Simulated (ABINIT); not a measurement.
Input of an ABINIT 10.8.3 (patched build) run:

Contents of run.abi:

```
# Pseudopotentials
pp_dirpath "./"
pseudos "Te.GGA_PBE-JTH.xml, Cd.GGA_PBE-JTH.xml"

# Structure
acell 3*1.0
rprim
     0.0000000000     6.0565722294     6.0565722294
     6.0565722294     0.0000000000     6.0565722294
     6.0565722294     6.0565722294     0.0000000000
ntypat 2
znucl 52 48
natom 2
typat 1 2
xcart
     4.8075000000     4.8075000000     4.8075000000
     0.0000000000     0.0000000000     0.0000000000 Angstrom

# Plane-wave basis
ecut 17.0
pawecutdg 34.0

# k points
kptopt 1
ngkpt 9 9 9
nshiftk 1
shiftk 0.0 0.0 0.0

# Exchange and correlation
ixc 11

# Bands and occupations
nband 13
occopt 3
tsmear 0.00183747

# SCF cycle
nstep 100
tolvrs 1.0e-9

# Output
iomode 3
prtwf 0
prtden 0
prteig 0
prtebands 0
```

Potentials or basis: JTH PAW PBE v2.0.

The run is started by

```bash
$ abinit run.abi > log 2>&1
```

What does it give for the band gap on the k mesh?

0.88 eV, direct.

Caveat: spin-orbit coupling is left out, which moves the levels of the heavy elements.

**Experimental background.**

A printed reference work, data compilation reports, for a bulk crystal of CdTe at 0 K: band gap 1.607 eV.

Against the measured gap of CdTe, 1.607 eV (0 K; a printed reference work, data compilation), the calculated 0.88 eV is off by -0.73 eV. Spin-orbit coupling on Cd, Te is left out. The value is that of PBE, without temperature or zero-point motion. Semilocal functionals fall short of measured gaps as a rule.
